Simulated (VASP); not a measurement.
# RbCl (Fm-3m) in VASP: further runs, part 2 of 2

VASP 6.6.1.

## (5) Relaxation of the atoms, LDA

File INCAR:

```
SYSTEM = RbCl
PREC = Accurate
ENCUT = 600
EDIFF = 1E-7
ISMEAR = 0
SIGMA = 0.03
LREAL = .False.
LASPH = .True.
NELM = 80
ALGO = Normal
ISIF = 2
LWAVE = .False.
LCHARG = .False.
IBRION = 2
NSW = 40
EDIFFG = -0.01
```

File KPOINTS:

```
regular mesh
0
Gamma
  8 8 8
  0 0 0
```

File POSCAR:

```
RbCl                                    
1.0
   -0.0000000000      3.1932089827      3.1932089827
    3.1932089827     -0.0000000000      3.1932089827
    3.1932089827      3.1932089827      0.0000000000
  Rb              Cl            
     1     1
Direct
     0.0000000000000000    0.0000000000000000    0.0000000000000000
     0.5000000000000000    0.5000000000000000    0.5000000000000000
```

Potentials or basis: VASP PAW LDA potentials, release 64 (Rb_sv, Cl).

The run is started by

```console
$ cat potpaw_LDA.64/Rb_sv/POTCAR potpaw_LDA.64/Cl/POTCAR > POTCAR
$ mpirun -np 1 vasp_std > vasp.out
```

OUTCAR:

```text
SYSTEM = RbCl
   PREC = Accurate
   ENCUT = 600
   EDIFF = 1E-7
   ISMEAR = 0
   LREAL = .False.
   LASPH = .True.
   NELM = 80
   ISIF = 2
   IBRION = 2
   NSW = 40
   EDIFFG = -0.01

 ion  position               nearest neighbor table
   1  0.000  0.000  0.000-   2 3.19   2 3.19   2 3.19   2 3.19   2 3.19   2 3.19
   2  0.500  0.500  0.500-   1 3.19   1 3.19   1 3.19   1 3.19   1 3.19   1 3.19

  LATTYP: Found a face centered cubic cell.
 ALAT       =     6.3864179654

  Lattice vectors:

 A1 = (   0.0000000000,   3.1932089827,   3.1932089827)
 A2 = (   3.1932089827,   0.0000000000,   3.1932089827)
 A3 = (   3.1932089827,   3.1932089827,   0.0000000000)

Analysis of symmetry for initial positions (statically):
=====================================================================
 Subroutine PRICEL returns:
 Original cell was already a primitive cell.

 Routine SETGRP: Setting up the symmetry group for a
 face centered cubic supercell.

 Subroutine GETGRP returns: Found 48 space group operations
 (whereof 48 operations were pure point group operations)
 out of a pool of 48 trial point group operations.

The static configuration has the point symmetry O_h .

Analysis of symmetry for dynamics (positions and initial velocities):
=====================================================================
 Subroutine PRICEL returns:
 Original cell was already a primitive cell.

 Routine SETGRP: Setting up the symmetry group for a
 face centered cubic supercell.

 Subroutine GETGRP returns: Found 48 space group operations
 (whereof 48 operations were pure point group operations)
 out of a pool of 48 trial point group operations.

The dynamic configuration has the point symmetry O_h .

 Subroutine INISYM returns: Found 48 space group operations
 (whereof 48 operations are pure point group operations),
 and found     1 'primitive' translations

[... 123 lines left out ...]
   LEPSILON=     F    determine dielectric tensor
   LRPA    =     F    only Hartree local field effects (RPA)
 conjugate gradient relaxation of ions
 non-spin polarized calculation
 Gauss-broadening in eV      SIGMA  =   0.03
  energy-cutoff  :      600.00
  volume of cell :       65.12
 maximum number of plane-waves:      2200
   NGX = 17   NGY = 17   NGZ = 17

 number of electron      15.9999998 magnetization

 Free energy of the ion-electron system (eV)
  ---------------------------------------------------
  ext. energy  EPLUGINS =         0.00000000
  ---------------------------------------------------
  free energy    TOTEN  =        -7.26769804 eV

  energy without entropy =       -7.26769804  energy(sigma->0) =       -7.26769804

 E-fermi :  -1.5578     XC(G=0):  -8.2738

 val. band max:       -1.7777811390   @ k =   0.0000   0.0000   0.0000
 cond. band min:       3.0636617327   @ k =   0.0000   0.0000   0.0000
 fundamental gap:      4.8414428717
 Fermi energy:        -1.5578232209

 k-point     1 :       0.0000    0.0000    0.0000
  band No.  band energies     occupation
      1     -25.3674      2.00000
      2     -13.7696      2.00000
      3      -9.4810      2.00000
      4      -9.4810      2.00000
      5      -9.4810      2.00000
      6      -1.7778      2.00000
      7      -1.7778      2.00000
      8      -1.7778      2.00000
      9       3.0637      0.00000
     10       5.9682      0.00000
     11       5.9682      0.00000
     12       5.9682      0.00000
[... 331 lines left out ...]
 k-point    24 :      -0.3750    0.2500    0.1250
  band No.  band energies     occupation
      1     -25.3363      2.00000
      2     -13.8189      2.00000
      3      -9.6290      2.00000
      4      -9.6060      2.00000
      5      -9.4603      2.00000
      6      -2.5814      2.00000
      7      -2.1512      2.00000
      8      -2.1248      2.00000
      9       5.7770      0.00000
     10       5.9440      0.00000
     11       8.0782      0.00000
     12       8.2460      0.00000

 [... further k-points ...]

------------------------ aborting loop because EDIFF is reached ----------------------------------------

  FORCE on cell =-STRESS in cart. coord.  units (eV):
  Direction    XX          YY          ZZ          XY          YZ          ZX
  --------------------------------------------------------------------------------------
  -------------------------------------------------------------------------------------
  Total       -0.0075336     -0.0075336     -0.0075336      0.0000000     -0.0000000      0.0000000
  in kB       -0.1853534     -0.1853534     -0.1853534      0.0000000     -0.0000000      0.0000000
  external PRESSURE =      -0.1853534 kB  Pullay stress =       0.0000000 kB

 VOLUME and BASIS-vectors are now :
 -----------------------------------------------------------------------------
  energy-cutoff  :      600.00
  volume of cell :       65.12
      direct lattice vectors                 reciprocal lattice vectors
     0.000000000  3.193208983  3.193208983    -0.156582298  0.156582298  0.156582298
     3.193208983  0.000000000  3.193208983     0.156582298 -0.156582298  0.156582298
     3.193208983  3.193208983  0.000000000     0.156582298  0.156582298 -0.156582298

 POSITION                                       TOTAL-FORCE (eV/Angst)
 -----------------------------------------------------------------------------------
      0.00000      0.00000      0.00000         0.000000     -0.000000     -0.000000
      3.19321      3.19321      3.19321        -0.000000      0.000000      0.000000
 -----------------------------------------------------------------------------------
    total drift:                                0.000000      0.000000      0.000000

  FREE ENERGIE OF THE ION-ELECTRON SYSTEM (eV)
  ---------------------------------------------------
  free  energy   TOTEN  =        -7.2676980356 eV

  energy  without entropy=       -7.2676980356  energy(sigma->0) =       -7.26769804

 reached required accuracy - stopping structural energy minimisation
```

CONTCAR:

```text
RbCl
   1.00000000000000
     0.0000000000000000    3.1932089826999999    3.1932089826999999
     3.1932089826999999    0.0000000000000000    3.1932089826999999
     3.1932089826999999    3.1932089826999999    0.0000000000000000
  Rb              Cl
     1     1
Direct
     0.0000000000000000    0.0000000000000000    0.0000000000000000
     0.5000000000000000    0.5000000000000000    0.5000000000000000

  0.00000000E+00  0.00000000E+00  0.00000000E+00
  0.00000000E+00  0.00000000E+00  0.00000000E+00
```

It took 9 s on 1 thread of Intel Xeon 6975P-C (Granite Rapids), shared host; peak memory 0.18 GiB.

What came out:

```yaml
Free_energy: -7.2677 eV
Pressure_after_relaxing: 0.0 GPa
Band_gap_on_the_k_mesh: 4.84 eV, direct
```

Final structure:
```
CELL_PARAMETERS angstrom
0.00000 3.19321 3.19321
3.19321 0.00000 3.19321
3.19321 3.19321 0.00000
ATOMIC_POSITIONS crystal
Rb 0.00000 0.00000 0.00000
Cl 0.50000 0.50000 0.50000
```

Levels at points of the mesh, in eV from the valence-band top:
| k point | band 4 | band 5 | band 6 | band 7 | band 8 | band 9 | band 10 | band 11 | band 12 |
| --- | --- | --- | --- | --- | --- | --- | --- | --- | --- |
| (0.00, 0.00, 0.00) | -7.70 | -7.70 | 0.00 | 0.00 | 0.00 | 4.84 | 7.75 | 7.75 | 7.75 |
| (0.50, 0.00, 0.00) | -7.72 | -7.65 | -1.09 | -0.45 | -0.45 | 7.64 | 7.95 | 10.23 | 10.23 |
| (0.50, 0.50, 0.00) | -7.86 | -7.86 | -0.32 | -0.09 | -0.09 | 5.75 | 8.13 | 9.78 | 10.10 |

Caveat: the relaxation stopped at its first step, so nothing moved. LDA gaps usually lie below the measured ones, often by a third to a half.

## (6) The runs side by side

```tsv
cell	gap on the mesh (eV)	pressure (GPa)
atoms relaxed from: a relaxed cell with its volume scaled by 0.94	5.06	1.6
atoms relaxed from: a relaxed cell with its volume scaled by 0.96	4.98	1.0
atoms relaxed from: a relaxed cell with its volume scaled by 0.98	4.91	0.4
atoms relaxed	4.84	0.0
```

Alike in all rows: task relaxation of the atoms; level LDA; potentials or basis VASP PAW LDA potentials, release 64 (Rb_sv, Cl); no spin polarisation; k mesh 8 × 8 × 8; cutoff (eV) 600; smearing gaussian 0.03 eV.

Caveats: the relaxation stopped at its first step, so nothing moved.

Absolute energies hang on the potentials; compare differences alone.
